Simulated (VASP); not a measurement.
## Input and output of a VASP r²SCAN single-point calculation on HfO2 (strained fluorite)

INCAR

```
ENCUT = 520
PREC = Accurate
NBANDS = 18
NSW = 0
ISMEAR = 0
ALGO = Normal
METAGGA = R2SCAN
LREAL = .FALSE.
LWAVE = .FALSE.
LASPH = .TRUE.
ISIF = 2
NELM = 120
EDIFF = 1E-7
SIGMA = 0.01
IBRION = -1
LCHARG = .FALSE.
```

KPOINTS

```
KPOINTS created by Atomic Simulation Environment
0
Gamma
8 8 8
0 0 0
```

KPOINTS_OPT

```
special points
7
Reciprocal
0.0000000000 0.0000000000 0.0000000000 1
0.5000000000 0.0000000000 0.5000000000 1
0.6250000000 0.2500000000 0.6250000000 1
0.3750000000 0.3750000000 0.7500000000 1
0.5000000000 0.5000000000 0.5000000000 1
0.5000000000 0.2500000000 0.7500000000 1
0.0000000000 0.5000000000 0.5000000000 1
```

POSCAR

```
Hf O
 1.0000000000000000
     0.1162999300000000    2.5696067797000000    2.5696067797000000
     2.5696067797000000    0.1162999300000000    2.5696067797000000
     2.5696067797000000    2.5696067797000000    0.1162999300000000
 Hf  O
   1   2
Cartesian
 -0.0000000000000000 -0.0000000000000000  0.0000000000000000
  1.2992172919929719  1.2992172919929721  1.2992172919929721
  3.9562961974070281  3.9562961974070285  3.9562961974070290
```

VASP ran with the recommended PBE PAW datasets (22 valence electrons in the cell).

Command

```
mpirun -np 1 vasp_std
```

OSZICAR

```
N       E                     dE             d eps       ncg     rms          rms(c)
DAV:   1     0.502872337304E+02    0.50287E+02   -0.13050E+04  2340   0.125E+03
DAV:   2    -0.765755162632E+02   -0.12686E+03   -0.12325E+03  3018   0.299E+02
DAV:   3    -0.804973645971E+02   -0.39218E+01   -0.39097E+01  2746   0.466E+01
DAV:   4    -0.805193491435E+02   -0.21985E-01   -0.21978E-01  2866   0.385E+00
DAV:   5    -0.805195138851E+02   -0.16474E-03   -0.16474E-03  2742   0.306E-01    0.553E+01
DAV:   6    -0.683119697000E+02    0.12208E+02   -0.12011E+01  2394   0.282E+01    0.410E+01
DAV:   7    -0.685049317799E+02   -0.19296E+00   -0.16445E+00  2840   0.965E+00    0.261E+01
DAV:   8    -0.685977840210E+02   -0.92852E-01   -0.10031E+00  2496   0.757E+00    0.147E+01
DAV:   9    -0.685037633717E+02    0.94021E-01   -0.53744E-01  2538   0.499E+00    0.229E+00
DAV:  10    -0.685032187492E+02    0.54462E-03   -0.33206E-02  2674   0.103E+00    0.109E+00
DAV:  11    -0.685030306652E+02    0.18808E-03   -0.25374E-03  2540   0.365E-01    0.190E-01
DAV:  12    -0.685030167453E+02    0.13920E-04   -0.10150E-04  2588   0.807E-02    0.102E-01
DAV:  13    -0.685030223491E+02   -0.56038E-05   -0.40945E-06  2726   0.167E-02    0.478E-02
DAV:  14    -0.685030205456E+02    0.18035E-05   -0.30488E-06  2660   0.109E-02    0.421E-03
DAV:  15    -0.685030206542E+02   -0.10855E-06   -0.78342E-08  1572   0.218E-03    0.203E-03
DAV:  16    -0.685030206179E+02    0.36265E-07   -0.11244E-08  1408   0.924E-04
   1 F= -.68503021E+02 E0= -.68503021E+02  d E =-.137497E-77
       N       E                     dE             ncg
DAV:   1     0.116166163190E+04   -0.58482E+04      252
DAV:   2     0.328882163286E+03   -0.83278E+03      348
DAV:   3     0.301706128304E+03   -0.27176E+02      284
DAV:   4     0.301527214327E+03   -0.17891E+00      342
DAV:   5     0.301525835545E+03   -0.13788E-02      282
DAV:   6     0.301525818546E+03   -0.16999E-04      312
DAV:   7     0.301525818354E+03   -0.19287E-06      298
DAV:   8     0.301525818351E+03   -0.25989E-08      228
```

From OUTCAR

```
k-points           NKPTS =     65   k-points in BZ     NKDIM =     65   number of bands    NBANDS=     18

   NELECT =      22.0000    total number of electrons

   dimension x,y,z NGX =    28 NGY =   28 NGZ =   28
   dimension x,y,z NGXF=    56 NGYF=   56 NGZF=   56

  energy-cutoff  :      520.00
  volume of cell :       31.63
      direct lattice vectors                 reciprocal lattice vectors
     0.116299930  2.569606780  2.569606780    -0.208316609  0.199296487  0.199296487
     2.569606780  0.116299930  2.569606780     0.199296487 -0.208316609  0.199296487
     2.569606780  2.569606780  0.116299930     0.199296487  0.199296487 -0.208316609

 k-points in reciprocal lattice and weights: KPOINTS created by Atomic Simulation Env
   0.00000000  0.00000000  0.00000000       0.002
   0.12500000  0.00000000  0.00000000       0.012
   0.25000000  0.00000000  0.00000000       0.012
   0.37500000 -0.00000000 -0.00000000       0.012
   0.50000000  0.00000000  0.00000000       0.006
   0.12500000  0.12500000  0.00000000       0.012
   0.25000000  0.12500000  0.00000000       0.023
   0.37500000  0.12500000  0.00000000       0.023
   ...

 E-fermi :   4.2712

 k-point     1 :       0.0000    0.0000    0.0000
  band No.  band energies     occupation
      1     -26.3823      2.00000
      2     -26.3392      2.00000
      3     -26.3392      2.00000
      4     -15.7590      2.00000
      5     -12.6041      2.00000
      6      -1.6176      2.00000
      7      -1.3834      2.00000
      8      -1.3834      2.00000
      9       3.4478      2.00000
     10       3.4478      2.00000
     11       3.6207      2.00000
     12       8.6490      0.00000
     13       8.6490      0.00000
     14      10.8733      0.00000
     15      15.1792      0.00000
     16      15.6370      0.00000
     17      15.6370      0.00000
     18      17.0367      0.00000

 k-point     2 :       0.1250    0.0000    0.0000
  band No.  band energies     occupation
      1     -26.4298      2.00000
      2     -26.3845      2.00000
      3     -26.3503      2.00000
      4     -15.5225      2.00000
      5     -12.7950      2.00000
      6      -1.4256      2.00000
      7      -1.2264      2.00000
      8      -0.9532      2.00000
      9       2.9815      2.00000
     10       3.1746      2.00000
     11       3.2920      2.00000
     12       8.9162      0.00000
     13       8.9945      0.00000
     14      11.4746      0.00000
     15      14.8753      0.00000
     16      14.9289      0.00000
     17      15.3940      0.00000
     18      17.0358      0.00000

 k-point     3 :       0.2500    0.0000    0.0000
  band No.  band energies     occupation
      1     -26.6288      2.00000
      2     -26.3994      2.00000
      3     -26.3769      2.00000
      4     -14.9814      2.00000
      5     -13.1616      2.00000
      6      -0.9844      2.00000
      7      -0.8539      2.00000
      8       0.0689      2.00000
      9       2.0507      2.00000
     10       2.6627      2.00000
     11       2.6989      2.00000
     12       9.2828      0.00000
     13       9.5658      0.00000
     14      11.9562      0.00000
     15      14.3442      0.00000
     16      14.6168      0.00000
     17      14.9435      0.00000
     18      17.0322      0.00000

 k-point     4 :       0.3750   -0.0000   -0.0000
  band No.  band energies     occupation
      1     -26.8163      2.00000
      2     -26.4129      2.00000
      3     -26.4033      2.00000
      4     -14.5893      2.00000
      5     -13.2939      2.00000
      6      -0.5263      2.00000
      7      -0.5194      2.00000
      8       0.9667      2.00000
      9       1.2652      2.00000
     10       2.2042      2.00000
     11       2.4505      2.00000
     12       9.3022      0.00000
     13       9.7617      0.00000
     14      11.8085      0.00000
     15      14.0380      0.00000
     16      14.7120      0.00000
     17      14.7759      0.00000
     18      17.0242      0.00000

 k-point     5 :       0.5000    0.0000    0.0000
  band No.  band energies     occupation
      1     -26.8907      2.00000
      2     -26.4184      2.00000
      3     -26.4142      2.00000
      4     -14.5277      2.00000
      5     -13.2230      2.00000
      6      -0.4055      2.00000
      7      -0.3338      2.00000
      8       0.9479      2.00000
      9       1.2634      2.00000
     10       2.0909      2.00000
     11       2.4229      2.00000
     12       9.2031      0.00000
     13       9.7214      0.00000
     14      12.1561      0.00000
     15      13.9721      0.00000
     16      14.0432      0.00000
     17      14.6915      0.00000
     18      17.0273      0.00000

 k-point     6 :       0.1250    0.1250    0.0000
  band No.  band energies     occupation
      1     -26.4435      2.00000
      2     -26.3884      2.00000
      3     -26.3589      2.00000
      4     -15.4533      2.00000
      5     -12.8469      2.00000
      6      -1.3712      2.00000
      7      -1.2108      2.00000
      8      -0.7697      2.00000
      9       2.1946      2.00000
     10       3.4699      2.00000
     11       3.5934      2.00000
     12       8.8636      0.00000
     13       9.0761      0.00000
     14      11.6864      0.00000
     15      14.5239      0.00000
     16      14.9511      0.00000
     17      15.2230      0.00000
     18      17.0346      0.00000

 k-point     7 :       0.2500    0.1250    0.0000
  band No.  band energies     occupation
      1     -26.5774      2.00000
      2     -26.4150      2.00000
      3     -26.3877      2.00000
      4     -15.0028      2.00000
      5     -13.1567      2.00000
      6      -1.0654      2.00000
      7      -0.9106      2.00000
      8       0.1614      2.00000
      9       1.2070      2.00000
     10       3.1057      2.00000
     11       3.3431      2.00000
     12       9.1787      0.00000
     13       9.4642      0.00000
     14      12.2438      0.00000
     15      13.9873      0.00000
     16      14.4143      0.00000
     17      14.9258      0.00000
     18      17.0335      0.00000

 k-point     8 :       0.3750    0.1250    0.0000
  band No.  band energies     occupation
      1     -26.7473      2.00000
      2     -26.4402      2.00000
      3     -26.4242      2.00000
      4     -14.5199      2.00000
      5     -13.3840      2.00000
      6      -0.6817      2.00000
      7      -0.6007      2.00000
      8       0.6355      2.00000
      9       1.2657      2.00000
     10       2.5088      2.00000
     11       2.8372      2.00000
     12       9.3375      0.00000
     13       9.7321      0.00000
     14      11.9805      0.00000
     15      13.6627      0.00000
     16      14.2648      0.00000
     17      15.3883      0.00000
     18      17.0297      0.00000

 k-point     9 :       0.5000    0.1250    0.0000
  band No.  band energies     occupation
      1     -26.8522      2.00000
      2     -26.4705      2.00000
      3     -26.4300      2.00000
      4     -14.3777      2.00000
      5     -13.3273      2.00000
      6      -0.6465      2.00000
      7      -0.2470      2.00000
      8       0.4410      2.00000
      9       1.8481      2.00000
     10       2.2292      2.00000
     11       2.4907      2.00000
     12       9.3470      0.00000
     13       9.7172      0.00000
     14      12.0827      0.00000
     15      13.5626      0.00000
     16      14.0678      0.00000
     17      15.2411      0.00000
     18      17.0282      0.00000

 k-point    10 :      -0.3750    0.1250    0.0000
  band No.  band energies     occupation
      1     -26.8394      2.00000
      2     -26.4718      2.00000
      3     -26.4179      2.00000
      4     -14.3764      2.00000
      5     -13.3769      2.00000
      6      -0.7210      2.00000
      7      -0.1130      2.00000
      8       0.5869      2.00000
      9       1.6302      2.00000
     10       1.7990      2.00000
     11       2.8715      2.00000
     12       9.3735      0.00000
     13       9.7385      0.00000
     14      12.0583      0.00000
     15      13.7351      0.00000
     16      14.0514      0.00000
     17      15.3167      0.00000
     18      17.0272      0.00000

 k-point    11 :      -0.2500    0.1250    0.0000
  band No.  band energies     occupation
      1     -26.7157      2.00000
      2     -26.4392      2.00000
      3     -26.3984      2.00000
      4     -14.6228      2.00000
      5     -13.3752      2.00000
      6      -0.8885      2.00000
      7      -0.4814      2.00000
      8       0.8496      2.00000
      9       1.2078      2.00000
     10       1.8335      2.00000
     11       3.2978      2.00000
     12       9.4043      0.00000
     13       9.7223      0.00000
     14      12.0337      0.00000
     15      13.8928      0.00000
     16      14.3559      0.00000
     17      15.3409      0.00000
     18      17.0303      0.00000

 ...

  Total        0.5655910      0.5655910      0.5655910     -0.6603151     -0.6603151     -0.6603151
  in kB       28.6479924     28.6479924     28.6479924    -33.4459044    -33.4459044    -33.4459044
  external PRESSURE =      28.6479924 kB  Pullay stress =       0.0000000 kB

 POSITION                                       TOTAL-FORCE (eV/Angst)
 -----------------------------------------------------------------------------------
      0.00000      0.00000      0.00000         0.000000     -0.000000      0.000000
      1.29922      1.29922      1.29922         0.030533      0.030533      0.030533
      3.95630      3.95630      3.95630        -0.030533     -0.030533     -0.030533
 -----------------------------------------------------------------------------------
    total drift:                                0.000000      0.000000      0.000000

  FREE ENERGIE OF THE ION-ELECTRON SYSTEM (eV)
  ---------------------------------------------------
  free  energy   TOTEN  =       -68.5030206179 eV

  energy  without entropy=      -68.5030206179  energy(sigma->0) =      -68.50302062
```

| Property | Result |
| --- | --- |
| gap between bands v and c | 4.41 eV |
| least direct gap | 4.41 eV |
| pressure | 2.9 GPa |
| largest force | 0.05 eV/Å |

Band v is the last that the valence electrons fill when counted band by band, and c is the next.

The run took about 2 min on one core of a shared host (Intel Xeon Platinum 8488C) and held 0.21 GiB at most.
